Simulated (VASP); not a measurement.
A run of VASP 6.6.1 is set up as follows.

POSCAR

```
AlN                                     
1.0
    3.1131018766     -0.0000000000      0.0000000000
   -1.5565509384      2.6960253078      0.0000000000
   -0.0000000000      0.0000000000      4.9818131090
  Al              N             
     2     2
Direct
     0.3333333300000021    0.6666666699999979    0.9989855801228924
     0.6666666699999979    0.3333333300000021    0.4989855801228925
     0.3333333300000021    0.6666666699999979    0.3810144198771101
     0.6666666699999979    0.3333333300000021    0.8810144198771102
```

Contents of INCAR.step1:

```
SYSTEM = AlN
  PREC = Accurate
  ENCUT = 520
  EDIFF = 1E-5
  ISMEAR = 0
  SIGMA = 0.03
  LREAL = .FALSE.
  LASPH = .TRUE.
  NELM = 80
  ALGO = Normal
  ISIF = 2
  LWAVE = .TRUE.
  LCHARG = .FALSE.
  NBANDS = 16
  GGA = PE
```

The input INCAR.step2:

```
SYSTEM = AlN
  PREC = Accurate
  ENCUT = 520
  EDIFF = 1E-7
  ISMEAR = 0
  SIGMA = 0.03
  LREAL = .FALSE.
  LASPH = .TRUE.
  NELM = 80
  ALGO = Normal
  ISIF = 2
  LWAVE = .FALSE.
  LCHARG = .FALSE.
  METAGGA = MBJ
  NBANDS = 16
  ISTART = 1
```

File KPOINTS:

```
Automatic mesh
0
G
  12 12 6
  0 0 0
```

Contents of KPOINTS_OPT:

```
explicit points
96
Reciprocal
 0.0000000000  0.0000000000  0.0000000000 1
 0.0555555556  0.0000000000  0.0000000000 1
 0.1111111111  0.0000000000  0.0000000000 1
 0.1666666667  0.0000000000  0.0000000000 1
 0.2222222222  0.0000000000  0.0000000000 1
 0.2777777778  0.0000000000  0.0000000000 1
 0.3333333333  0.0000000000  0.0000000000 1
 0.3888888889  0.0000000000  0.0000000000 1
 0.4444444444  0.0000000000  0.0000000000 1
 0.5000000000  0.0000000000  0.0000000000 1
 0.5000000000  0.0000000000  0.0000000000 1
 0.4814814815  0.0370370370  0.0000000000 1
 0.4629629630  0.0740740741  0.0000000000 1
 0.4444444444  0.1111111111  0.0000000000 1
 0.4259259259  0.1481481481  0.0000000000 1
 0.4074074074  0.1851851852  0.0000000000 1
 0.3888888889  0.2222222222  0.0000000000 1
 0.3703703703  0.2592592592  0.0000000000 1
 0.3518518518  0.2962962963  0.0000000000 1
 0.3333333333  0.3333333333  0.0000000000 1
 0.3333333333  0.3333333333  0.0000000000 1
 0.2962962963  0.2962962963  0.0000000000 1
 0.2592592592  0.2592592592  0.0000000000 1
 0.2222222222  0.2222222222  0.0000000000 1
 0.1851851852  0.1851851852  0.0000000000 1
 0.1481481481  0.1481481481  0.0000000000 1
 0.1111111111  0.1111111111  0.0000000000 1
 0.0740740741  0.0740740741  0.0000000000 1
 0.0370370370  0.0370370370  0.0000000000 1
 0.0000000000  0.0000000000  0.0000000000 1
 0.0000000000  0.0000000000  0.0000000000 1
 0.0000000000  0.0000000000  0.0555555556 1
 0.0000000000  0.0000000000  0.1111111111 1
 0.0000000000  0.0000000000  0.1666666667 1
 0.0000000000  0.0000000000  0.2222222222 1
 0.0000000000  0.0000000000  0.2777777778 1
 0.0000000000  0.0000000000  0.3333333333 1
 0.0000000000  0.0000000000  0.3888888889 1
 0.0000000000  0.0000000000  0.4444444444 1
 0.0000000000  0.0000000000  0.5000000000 1
 0.0000000000  0.0000000000  0.5000000000 1
 0.0555555556  0.0000000000  0.5000000000 1
 0.1111111111  0.0000000000  0.5000000000 1
 0.1666666667  0.0000000000  0.5000000000 1
 0.2222222222  0.0000000000  0.5000000000 1
 0.2777777778  0.0000000000  0.5000000000 1
 0.3333333333  0.0000000000  0.5000000000 1
 0.3888888889  0.0000000000  0.5000000000 1
 0.4444444444  0.0000000000  0.5000000000 1
 0.5000000000  0.0000000000  0.5000000000 1
 0.5000000000  0.0000000000  0.5000000000 1
 0.4814814815  0.0370370370  0.5000000000 1
 0.4629629630  0.0740740741  0.5000000000 1
 0.4444444444  0.1111111111  0.5000000000 1
 0.4259259259  0.1481481481  0.5000000000 1
 0.4074074074  0.1851851852  0.5000000000 1
 0.3888888889  0.2222222222  0.5000000000 1
 0.3703703703  0.2592592592  0.5000000000 1
 0.3518518518  0.2962962963  0.5000000000 1
 0.3333333333  0.3333333333  0.5000000000 1
 0.3333333333  0.3333333333  0.5000000000 1
 0.2962962963  0.2962962963  0.5000000000 1
 0.2592592592  0.2592592592  0.5000000000 1
 0.2222222222  0.2222222222  0.5000000000 1
 0.1851851852  0.1851851852  0.5000000000 1
 0.1481481481  0.1481481481  0.5000000000 1
 0.1111111111  0.1111111111  0.5000000000 1
 0.0740740741  0.0740740741  0.5000000000 1
 0.0370370370  0.0370370370  0.5000000000 1
 0.0000000000  0.0000000000  0.5000000000 1
 0.5000000000  0.0000000000  0.5000000000 1
 0.5000000000  0.0000000000  0.4444444444 1
 0.5000000000  0.0000000000  0.3888888889 1
 0.5000000000  0.0000000000  0.3333333333 1
 0.5000000000  0.0000000000  0.2777777778 1
 0.5000000000  0.0000000000  0.2222222222 1
 0.5000000000  0.0000000000  0.1666666667 1
 0.5000000000  0.0000000000  0.1111111111 1
 0.5000000000  0.0000000000  0.0555555556 1
 0.5000000000  0.0000000000  0.0000000000 1
 0.3333333333  0.3333333333  0.0000000000 1
 0.3333333333  0.3333333333  0.0555555556 1
 0.3333333333  0.3333333333  0.1111111111 1
 0.3333333333  0.3333333333  0.1666666667 1
 0.3333333333  0.3333333333  0.2222222222 1
 0.3333333333  0.3333333333  0.2777777778 1
 0.3333333333  0.3333333333  0.3333333333 1
 0.3333333333  0.3333333333  0.3888888889 1
 0.3333333333  0.3333333333  0.4444444444 1
 0.3333333333  0.3333333333  0.5000000000 1
 0.0000000000  0.0000000000  0.0000000000 1
 0.0000000000  0.0000000000  0.5000000000 1
 0.3333333333  0.3333333333  0.5000000000 1
 0.3333333333  0.3333333333  0.0000000000 1
 0.5000000000  0.0000000000  0.5000000000 1
 0.5000000000  0.0000000000  0.0000000000 1
```

Potentials or basis: VASP PAW PBE potentials, release 64 (Al, N).

Launch:

```console
$ cat potpaw_PBE.64/Al/POTCAR potpaw_PBE.64/N/POTCAR > POTCAR
$ cp INCAR.step1 INCAR
$ mpirun -np 1 vasp_std > vasp.out
$ cp INCAR.step2 INCAR
$ mpirun -np 1 vasp_std > vasp.out
```

Q: Predict the band gap along the path.

A: 5.35 eV, direct.

Q: Estimate the band gap on the k mesh.

A: 5.35 eV, direct.

Levels at the corners of the path, in eV from the valence-band top:
| point | band 5 | band 6 | band 7 | band 8 | band 9 | band 10 | band 11 | band 12 |
| --- | --- | --- | --- | --- | --- | --- | --- | --- |
| Γ | -0.89 | -0.23 | -0.23 | 0.00 | 5.35 | 7.89 | 12.23 | 12.43 |
| M | -3.16 | -2.05 | -1.61 | -0.72 | 7.23 | 7.27 | 9.35 | 11.77 |
| M | -3.16 | -2.05 | -1.61 | -0.72 | 7.23 | 7.27 | 9.35 | 11.77 |
| K | -3.58 | -2.34 | -2.26 | -2.26 | 6.65 | 9.81 | 11.03 | 11.03 |
| K | -3.58 | -2.34 | -2.26 | -2.26 | 6.65 | 9.81 | 11.03 | 11.03 |
| Γ | -0.89 | -0.23 | -0.23 | 0.00 | 5.35 | 7.89 | 12.23 | 12.43 |
| Γ | -0.89 | -0.23 | -0.23 | 0.00 | 5.35 | 7.89 | 12.23 | 12.43 |
| A | -0.57 | -0.57 | -0.57 | -0.57 | 7.60 | 7.60 | 11.75 | 11.75 |
| A | -0.57 | -0.57 | -0.57 | -0.57 | 7.60 | 7.60 | 11.75 | 11.75 |
| L | -1.45 | -1.45 | -1.32 | -1.32 | 6.71 | 6.71 | 10.54 | 10.54 |
| L | -1.45 | -1.45 | -1.32 | -1.32 | 6.71 | 6.71 | 10.54 | 10.54 |
| H | -3.57 | -3.57 | -0.81 | -0.81 | 8.92 | 8.92 | 9.12 | 9.12 |
| H | -3.57 | -3.57 | -0.81 | -0.81 | 8.92 | 8.92 | 9.12 | 9.12 |
| A | -0.57 | -0.57 | -0.57 | -0.57 | 7.60 | 7.60 | 11.75 | 11.75 |
| L | -1.45 | -1.45 | -1.32 | -1.32 | 6.71 | 6.71 | 10.54 | 10.54 |
| M | -3.16 | -2.05 | -1.61 | -0.72 | 7.23 | 7.27 | 9.35 | 11.77 |
| K | -3.58 | -2.34 | -2.26 | -2.26 | 6.65 | 9.81 | 11.03 | 11.03 |
| H | -3.57 | -3.57 | -0.81 | -0.81 | 8.92 | 8.92 | 9.12 | 9.12 |

**What was measured.**

From “Structural and optical properties of self-assembled AlN nanowires grown on SiO2/Si substrates by molecular beam epitaxy”, 2024, arxiv:2402.00216, for a bulk crystal of AlN at 0 K: band gap 6.0343 eV (an exciton energy, a little under the gap).

Against the measured gap of AlN, 6.0343 eV (an exciton energy, a little under the gap; 0 K; quoted in “Structural and optical properties of self-assembled AlN nanowires grown on SiO2/Si substrates by molecular beam epitaxy”, 2024, arxiv:2402.00216), the calculated 5.35 eV is off by -0.69 eV. 2 values of this kind are on record (6.034 to 6.0343 eV); this one was drawn at random. The value is that of TB-mBJ, without temperature or zero-point motion.
